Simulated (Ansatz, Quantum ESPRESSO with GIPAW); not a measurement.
# Solid-state NMR of Al2O3 by GIPAW, part 2 of 2

Wanted: NMR shieldings and quadrupolar couplings for each site of Al2O3.

Quantum ESPRESSO with GIPAW; PBEsol.

So far. Step 3 (Magnetic response): In this run the largest span is that of O(1) (site symmetry 2/m), with principal values 176.1, 212.5 and 259.3 ppm.

## Step 4: Quadrupolar couplings

Level of this step: DFT, PBEsol, plane-wave PAW, default files, scalar-relativistic, field gradients (Ansatz).

27Al and 17O have a quadrupole moment, which couples to the field gradient and broadens the lines. The gradient is a property of the ground-state density and needs no response; it is taken from a second code that counts the whole PAW charge. C_Q = eQV_zz/h, with Q = 0.1466 barn for 27Al, -0.02558 barn for 17O.

This step: DFT, PBEsol, plane-wave PAW, default files (PAW set soft_2), scalar-relativistic, field gradients (Ansatz 0.2.0), on the same atoms.

input.yaml

```yaml
crystal:
  lattice:
    - [4.613777, 0.0, 0.0]
    - [0.0, 9.563279, 0.0]
    - [0.0, 0.0, 3.119862]
  atoms:
    - { symbol: Al, position: [1.0637890652, 0.8277139045, 0.0] }
    - { symbol: Al, position: [-0.0637890652, 0.1722860955, 0.0] }
    - { symbol: Al, position: [0.5637890652, 0.6722860955, 0.5] }
    - { symbol: Al, position: [0.4362109348, 0.3277139045, 0.5] }
    - { symbol: O, position: [0.5, 0.5, 0.5] }
    - { symbol: O, position: [0.2316015511, 0.7720498588, 0.5] }
    - { symbol: O, position: [0.2683984489, 0.2720498588, 0.0] }
    - { symbol: O, position: [0.7316015511, 0.7279501412, 0.0] }
    - { symbol: O, position: [0.0, 0.0, 0.0] }
    - { symbol: O, position: [0.7683984489, 0.2279501412, 0.5] }
kpoints:
  mp_grid: { grid: [5, 3, 7] }
scf:
  occupations: { method: fixed }
hamiltonian:
  xc: pbesol
output:
  forces: false
  stress: false
  efg: { quadrupole_moments_barn: { Al: 0.1466, O: -0.02558 } }
  write_density: true
  write_potential: true
  elf: true
  volumetric_format: npy
```

Launch:

```bash
$ ansatz run input.yaml --threads 4 --pin off --max-ram 8192MiB --backend cpu --events-out ev --progress --plain --runs-dir out
```

Output:

```text
[... set-up, SCF cycles and energies left out ...]
--- PAW observables at the nuclei: V_zz in 10²¹ V/m², potentials from the cell's mean, atoms counted from 1 ---
  atom   1  Al V_zz =    -3.146954   η = 0.4763   by run symmetry: allowed   C_q = -11.1552 MHz
  atom   2  Al V_zz =    -3.146954   η = 0.4763   by run symmetry: allowed   C_q = -11.1552 MHz
  atom   3  Al V_zz =    -3.146954   η = 0.4763   by run symmetry: allowed   C_q = -11.1552 MHz
  atom   4  Al V_zz =    -3.146954   η = 0.4763   by run symmetry: allowed   C_q = -11.1552 MHz
  atom   5  O  V_zz =    +4.978144   η = 0.2413   by run symmetry: allowed   C_q = -3.0791 MHz
  atom   6  O  V_zz =    -6.319733   η = 0.3345   by run symmetry: allowed   C_q = +3.9089 MHz
  atom   7  O  V_zz =    -6.319733   η = 0.3345   by run symmetry: allowed   C_q = +3.9089 MHz
  atom   8  O  V_zz =    -6.319733   η = 0.3345   by run symmetry: allowed   C_q = +3.9089 MHz
  atom   9  O  V_zz =    +4.978144   η = 0.2413   by run symmetry: allowed   C_q = -3.0791 MHz
  atom  10  O  V_zz =    -6.319733   η = 0.3345   by run symmetry: allowed   C_q = +3.9089 MHz
--- Band table (eV; the first three rows and the last of 24) ---
  k-point 0: bands = ["-16.0693", "-15.9877", "-14.8109", "-14.7916", "-13.4859", "-13.3456", "-3.9949", "-3.3611", "-1.6319", "-1.4910", "-1.4666", "-1.4326", "-0.7846", "-0.7554", "-0.7052", "-0.3268", "-0.3158", "0.6079", "0.9352", "1.2700", "1.6549", "2.4149", "2.6785", "2.7545", "6.1380", "7.6317", "8.7925", "9.2709", "9.3021", "10.8521", "11.6083", "12.9313", "13.1589", "13.5952"]
  k-point 1: bands = ["-15.9561", "-15.8803", "-14.7994", "-14.7869", "-13.4518", "-13.3173", "-3.8287", "-3.2126", "-1.9673", "-1.8517", "-1.5947", "-1.3459", "-0.9877", "-0.9464", "-0.7040", "-0.6945", "-0.4313", "0.6025", "0.8680", "1.1841", "1.7377", "2.3205", "2.3906", "2.4796", "6.8548", "8.1658", "9.3977", "9.5306", "9.8356", "11.0487", "12.1601", "12.7445", "12.8604", "13.8113"]
  k-point 2: bands = ["-15.6541", "-15.5958", "-14.8145", "-14.8126", "-13.3667", "-13.2591", "-3.4398", "-2.8074", "-2.5696", "-2.5589", "-2.3409", "-1.9057", "-1.1086", "-1.0636", "-0.9804", "-0.6277", "-0.4630", "0.5287", "0.7132", "0.8857", "1.8006", "1.9134", "1.9670", "2.3039", "8.3397", "9.1525", "9.7827", "10.5495", "10.8231", "11.2285", "12.5039", "12.6720", "13.3373", "13.6859"]
  k-point 23: bands = ["-15.1445", "-15.1345", "-15.0474", "-15.0425", "-13.2549", "-13.2481", "-3.9387", "-3.8803", "-3.6530", "-3.5948", "-1.3776", "-1.3527", "-1.1313", "-1.0001", "-0.7046", "-0.5768", "0.4854", "0.5258", "0.7504", "0.7595", "1.4957", "1.5751", "2.0683", "2.1431", "9.9613", "9.9916", "10.5576", "10.7845", "11.1127", "11.2798", "11.3499", "11.5884", "12.5395", "12.8337"]

[the lines on potentials at the nuclei are left out]
```

The job ended after 1.8 s (4 threads of Arm Neoverse V2, shared host; peak memory 0.46 GiB).

The same from gipaw.x, job efg (1.7 s), which warns that it leaves out the neighbours' augmentation charge. V_zz in 10²¹ V/m²:

```
site  Ansatz  gipaw.x  η_Q, first  η_Q, second
  Al  -3.147   -2.909        0.48         0.46
O(1)   4.978    4.602        0.24         0.25
O(2)  -6.320   -6.190        0.33         0.34
```

Gradients over 0.05 agree within 8 %.

Among nuclei of half-integer spin the second-order effect is largest for 27Al on Al (spin 5/2, C_Q -11.16 MHz): at 9.4 T it moves the centre of gravity of the MAS line by -74 ppm from δ_iso, and by a quarter of that at twice the field, by δ_Q = −(3/40)(C_Q/ν0)²(1 + η²/3)[I(I+1) − 3/4]/[I²(2I−1)²] × 10⁶ ppm with ν0 = 104.4 MHz.

## Step 5: NMR parameters by site

Covalently bonded atoms count as neighbours within 1.18 times the sum of their radii. Otherwise a cation's neighbours lie within 1.2 times its shortest bond (1.3 for large cations, each anion's radius taken off where they differ), and an anion's are the cations that count it.

```
site  atom no.  atoms in cell              surroundings     bonds (Å)  σ_iso (ppm)  C_Q (MHz)   η_Q
  Al         1              4                      AlO4  1.67 to 1.82        484.1     -11.16  0.48
O(1)         5              2    bridging Al-O-Al, 180°         1.674        216.0      -3.08  0.24
O(2)         6              4  tricluster; 3 neighbours  1.81 to 1.82        210.3       3.91  0.33
```

By surroundings the O shieldings are tricluster: 210.3; bridging Al-O-Al: 216.0 ppm.

Simulated spectrum: 27Al fast MAS, 11.7 T (129.9 MHz), central transition to second order, lines broadened by 1.6 ppm; the axis counts ppm from the isotropic position of Al, as −Δσ; rigid lattice, with dipolar and J couplings and satellite transitions left out.

offset (ppm), intensity and a bar:
```
      6.4       0.00 
      2.3       0.00 
     -1.8       0.01 
     -5.9       0.30 #########
     -9.7       0.34 ##########
    -13.8       0.36 ###########
    -17.8       0.39 ############
    -21.6       0.42 #############
    -25.7       0.48 ##############
    -29.8       0.56 #################
    -33.6       0.79 ########################
    -34.5       0.86 ##########################
    -37.7       0.63 ###################
    -41.8       0.55 ################
    -45.9       0.52 ################
    -49.6       0.51 ###############
    -53.7       0.53 ################
    -57.8       0.59 ##################
    -61.6       0.81 ########################
    -62.9       1.00 ##############################
    -65.7       0.47 ##############
    -69.8       0.35 ##########
    -73.6       0.31 #########
    -77.7       0.27 ########
    -81.7       0.25 #######
    -85.8       0.24 #######
    -89.6       0.15 ####
    -93.7       0.07 ##
    -97.8       0.07 ##
   -101.6       0.07 ##
   -105.7       0.07 ##
   -109.8       0.06 ##
   -113.5       0.06 ##
   -117.6       0.00 
   -121.7       0.00 
   -125.5       0.00
```

Most prominent maxima (ppm: height): -34.5: 0.86, -62.9: 1.00.

Simulated spectrum: 17O fast MAS, 23.5 T (135.7 MHz), central transition to second order, lines broadened by 1.5 ppm; the axis counts ppm from the isotropic position of O(1), as −Δσ; rigid lattice, with dipolar and J couplings and satellite transitions left out.

| offset (ppm) | intensity |
| --- | --- |
| 11.4 | 0.00 |
| 10.6 | 0.00 |
| 9.9 | 0.00 |
| 9.1 | 0.00 |
| 8.3 | 0.01 |
| 7.5 | 0.01 |
| 6.7 | 0.02 |
| 6.0 | 0.04 |
| 5.2 | 0.16 |
| 4.4 | 0.35 |
| 3.6 | 0.49 |
| 2.8 | 0.62 |
| 2.5 | 0.64 |
| 2.0 | 0.61 |
| 1.2 | 0.54 |
| 0.5 | 0.53 |
| -0.3 | 0.66 |
| -1.1 | 0.94 |
| -1.5 | 1.00 |
| -1.8 | 0.97 |
| -2.6 | 0.77 |
| -3.4 | 0.62 |
| -4.2 | 0.54 |
| -5.0 | 0.41 |
| -5.8 | 0.22 |
| -6.6 | 0.13 |
| -7.3 | 0.07 |
| -8.1 | 0.03 |
| -8.9 | 0.01 |
| -9.6 | 0.01 |
| -10.4 | 0.00 |
| -11.2 | 0.00 |
| -12.0 | 0.00 |
| -12.8 | 0.00 |
| -13.6 | 0.00 |
| -14.3 | 0.00 |

Most prominent maxima (ppm: height): 2.5: 0.64, -1.5: 1.00.

## Step 6: What the settings change

Each row names what was changed: the structure as given shows what the relaxation did; another mesh tests the sampling of the zone.

Changes of σ_iso (ppm) against the run above (PBEsol, cutoffs 55 and 330 Ry, mesh 5×3×7, 53 min). Times are CPU times of pw.x and gipaw.x together, on 4 MPI ranks of Arm Neoverse V2, shared host; on a shared host they are rough.

```
                           run  CPU time  f-sum miss    Al  O(1)  O(2)
            structure as given    55 min      0.0025  +1.3  +2.3  -3.0
mesh 4×2×5 (coarse on purpose)    15 min       0.034  +0.1  +2.4  +1.4
```

The largest move is -3.0 ppm, on O(2), from structure as given.

## Step 7: What goes wrong with a poor setting

One more run, with a slip of the kind that is easily made.

scf.in

```
&control
  calculation = 'scf'
  prefix = 'x'
  outdir = './tmp/'
  pseudo_dir = './'
/
&system
  ibrav = 0
  nat = 10
  ntyp = 2
  ecutwfc = 55
  ecutrho = 330
  nbnd = 24
/
&electrons
  conv_thr = 1.0d-10
  mixing_beta = 0.7
  electron_maxstep = 100
/
ATOMIC_SPECIES
  Al 26.982 Al.pbesol-n-kjpaw_psl.1.0.0.UPF
  O 15.999 O.pbesol-n-kjpaw_psl.1.0.0.UPF
CELL_PARAMETERS angstrom
  4.61377700 0.00000000 0.00000000
  0.00000000 9.56327900 0.00000000
  0.00000000 0.00000000 3.11986200
ATOMIC_POSITIONS crystal
  Al 1.06378907 0.82771390 0.00000000
  Al -0.06378907 0.17228610 0.00000000
  Al 0.56378907 0.67228610 0.50000000
  Al 0.43621093 0.32771390 0.50000000
  O 0.50000000 0.50000000 0.50000000
  O 0.23160155 0.77204986 0.50000000
  O 0.26839845 0.27204986 0.00000000
  O 0.73160155 0.72795014 0.00000000
  O 0.00000000 0.00000000 0.00000000
  O 0.76839845 0.22795014 0.50000000
K_POINTS automatic
  5 3 7 1 1 1
```

Launch:

```bash
$ mpirun -np 4 pw.x -nk 4 -in scf.in > scf.out
```

This SCF reached its threshold; then the response:

nmr.in

```
&inputgipaw
  job = 'nmr'
  prefix = 'x'
  tmp_dir = './tmp/'
  restart_mode = 'from_scratch'
  verbosity = 'low'
  q_gipaw = 0.01
  spline_ps = .true.
  conv_threshold = 1.0d-14
  use_nmr_macroscopic_shape = .false.
/
```

Launch:

```bash
$ mpirun -np 4 gipaw.x -in nmr.in > nmr.out
```

Output:

```text
[banner, memory and clock lines left out]
[a note of our patched build left out]

     Parallelizing q-star over 1 images

     IMPORTANT: XC functional enforced from input :
     Exchange-correlation= PBESOL
                           (   1   4  10   8   0   0   0)
     Any further DFT definition will be discarded
     Please, verify this is what you really want

     Check: negative core charge=   -0.000002

     WARNING: the pseudopotential of Al has no GIPAW data: results for this element lack core and reconstruction terms
     WARNING: the pseudopotential of O has no GIPAW data: results for this element lack core and reconstruction terms
[...]
alpha_pv=     37.4000 eV

     spline_ps is .false., expect some extrapolation errors

     q-space interpolation up to    66.00 Rydberg

     GIPAW job: nmr
     NMR macroscopic correction: no
[...]
Computing the magnetic susceptibility     isolve=0    ethr=  0.1000E-13
     Starting from scratch
     k-point #    1 of    24      pool #  1    cpu time:       0.9
[...]
```

Wall time 10 min (4 MPI ranks); peak memory 0.21 GiB.

The run was cut off at the time limit set for it, so what the fault does to the result is not seen. The fault: files without GIPAW data. Without partial waves and core orbitals the core and reconstruction terms are missing.

## Step 8: Results

- 27Al shielding without shape term: 484.1 ppm
- 27Al size of C_Q: 11.16 MHz
- 17O shielding without shape term: 210.3, 216.0 ppm
- 17O size of C_Q: 3.91, 3.08 MHz

In words: 27Al has one site (AlO4), with isotropic shielding 484.1 ppm (shape term left out) and C_Q -11.16 MHz. A shift needs a reference, δ = σ_ref − σ, fixed on measured compounds; for 27Al of this kind at this level too few were at hand, or they scattered too widely about a line, so none is given. A finer mesh and a higher cutoff were not carried through on these files. The cheaper run with mesh 4×2×5 takes about 30 % of the time and is off by 0.15 ppm on Al, and by 2.4 ppm at most. In PBE checks against another PAW code, field gradients made this way came out 2 to 6 % larger on O (three silicas and corundum) and 10 % smaller on Al (corundum alone). This build of gipaw.x prints that it is not audited and that its numbers are no references by themselves. It also reports spline_ps as false although the input sets it; why was not traced.

[Banner, clock, file and message-heading lines were taken out of the pw.x and gipaw.x logs.]

[Logs are printed without paths, hosts, clocks, repeated set-up lines and the standing remarks that a program may print on its own settings, such as how far it seeks lower states.]

[Hosts, paths, dates, database ids (printed as entryN), source tags and the programs' standing remarks are cut or masked in the printed files.]

[Where no reference line passes its bar on scatter, no shift is given, so a measured shift of this compound may stand uncompared.]
